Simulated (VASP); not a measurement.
Cu, 9 atoms in the cell. The cell holds a slab with vacuum, 9 atoms: a = 2.524 Å, b = 2.524 Å, c = 29.276 Å, α = 90.00°, β = 90.00°, γ = 90.00°. The cell was built by a generator and needn't be a form met in nature.

* Program: VASP 6.6.1
* Task: work function
* Functional: PBEsol
* Potentials or basis: VASP PAW PBE potentials, release 64 (Cu)
* Cutoff: 520 eV
* k mesh: 18 × 18 × 1
* Occupations: methfessel-paxton, width 0.2 eV
* Spin: no spin polarisation
* Further INCAR settings: ALGO = Normal; EDIFF = 1e-06

Potentials or basis: VASP PAW PBE potentials, release 64 (Cu).

Launch:

```console
$ cat potpaw_PBE.64/Cu/POTCAR > POTCAR
$ mpirun -np 8 vasp_std > vasp.out
```

Hardware: 8 MPI ranks on AMD EPYC 9R45 96-Core Processor (Zen 5) (shared host).

How long does it take, and how much memory?

It took 110 s on 8 MPI ranks on AMD EPYC 9R45 96-Core Processor (Zen 5), with other jobs on the host, peak memory 0.58 GiB a rank. Counts: scf iterations 27, k points 55.
